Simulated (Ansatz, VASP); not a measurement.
One calculation of Ge, two programs

INCAR

```
PREC = Accurate
ENCUT = 520
EDIFF = 1E-6
ISMEAR = 0
SIGMA = 0.05
LREAL = F
LASPH = T
NELM = 60
ALGO = Fast
ISIF = 2
LWAVE = F
LCHARG = F
GGA = PE
NBANDS = 13
```

Contents of KPOINTS:

```
Automatic mesh
0
Gamma
  11 11 10
```

File POSCAR:

```
Ge
2.9521
    0.473272924359     -0.880903763423      0.000000000000
    0.473272924359      0.880903763423      0.000000000000
    0.000000000000      0.000000000000      0.914003929406
Ge
1
Direct
    0.5000000000      0.5000000000      0.0000000000
```

The input input.yaml:

```yaml
crystal:
  lattice:
    - [1.397149, -2.600516, 0.0]
    - [1.397149, 2.600516, 0.0]
    - [0.0, 0.0, 2.698231]
  atoms:
    - { symbol: Ge, position: [0.5, 0.5, 0.0] }
hamiltonian:
  xc: pbe
  pseudopotentials: { kind: paw }
kpoints:
  mp_grid: { grid: [11, 11, 10] }
scf:
  occupations: { method: gaussian, width: 0.05 }
output:
  forces: true
  stress: true
  eigenvalues: true
  write_density: true
  write_potential: true
  elf: true
  volumetric_format: npy
```

This isn't the form of Ge at room conditions, which is diamond.

Alike in both runs: task single point; functional PBE; k mesh 11 × 11 × 10; occupations gaussian, width 0.05 eV; no spin polarisation.

|  | VASP | Ansatz |
| --- | --- | --- |
| version | VASP 6.6.1 | Ansatz 0.2.0 |
| potentials or method | VASP PAW PBE potentials, release 64 (Ge_d) | Ansatz PAW |
| plane-wave cutoff (eV) | 520 | 420 |
| valence electrons in the cell | 14 | 14 |

VASP gave:

```
gap on the k mesh at the Fermi level (eV)       : none
pressure (GPa)                                  : -0.2
largest component of the traceless stress (GPa) : 2.17
```

Task: Estimate Ansatz's values.

Result: gap on the k mesh at the Fermi level (eV): none; pressure (GPa): -0.6; largest component of the traceless stress (GPa): 2.15.

A gap of «none» marks a metal or a gap that the smearing closes. The functional is the same, so the differences come from potentials, cutoffs and numerics.
